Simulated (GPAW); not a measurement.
Runs of GPAW 26.7.0 on WC (Qusongite). Symmetry: P-6m2, No. 187, hexagonal system. The conventional cell has a = 2.907 Å, b = 2.907 Å, c = 2.837 Å, α = 90.00°, β = 90.00°, γ = 120.00°. W (site symmetry -6m2) has 6 C at 2.20 Å as nearest neighbours. Around C (site symmetry -6m2) lie 6 W at 2.20 Å. 

| task | level | potentials or basis | cell | k mesh | smearing | optimizer | fmax | max steps | band path | band points | gap on the mesh (eV) | pressure (GPa) | relaxed volume (Å³/atom) |
| --- | --- | --- | --- | --- | --- | --- | --- | --- | --- | --- | --- | --- | --- |
| single point | PBE | GPAW PAW data sets (gpaw-data 1.2.1), pw | as given | 10 × 10 × 9 | gaussian 0.028 eV | - | - | - | - | - | none | 5.4 | - |
| relaxation of cell and atoms | RPBE | the program's PAW data sets (release 1.2.1) made for this functional, pw | relaxed | 10 × 10 × 9 | fermi-dirac 0.05 eV | BFGS | 0.02 eV/Å | 40 | - | - | none | -0.1 | 10.66 |
| band structure | PBE | GPAW PAW data sets (gpaw-data 1.2.1), pw | as given | 10 × 10 × 9 | fermi-dirac 0.05 eV | - | - | - | GMKGALHA,LM,KH | 100 | - | 5.4 | - |
| single point | PBE | GPAW PAW data sets (gpaw-data 1.2.1), pw | as given | 10 × 10 × 9 | gaussian 0.012 eV | - | - | - | - | - | none | 5.4 | - |
| relaxation of cell and atoms | WC | PAW data sets generated in the run's folder for this functional, pw | relaxed | 7 × 7 × 7 | fermi-dirac 0.05 eV | BFGS | 0.05 eV/Å | 60 | - | - | none | 0.0 | 10.32 |
| single point | PBE | GPAW PAW data sets (gpaw-data 1.2.1), pw | as given | 10 × 10 × 9 | gaussian 0.05 eV | - | - | - | - | - | none | 5.4 | - |
| band structure | LDA | JTH PAW 2.0, LDA, pw | as given | 7 × 7 × 7 | fermi-dirac 0.05 eV | - | - | - | GMKGALHA,LM,KH | 100 | - | (a) | - |

Alike in all rows: no spin polarisation; cutoff (eV) 800.

Q: Fill in the values left out.

A: (a) -9.6.

Caveats: later steps reuse the first step's grids (some runs); the program truncates these outside data sets (some runs).

A k mesh can miss the band edges, and the runs leave out spin-orbit coupling on W.

A gap of «none» marks a metal or a gap under the smearing width.

Not every run made on this cell is shown here.
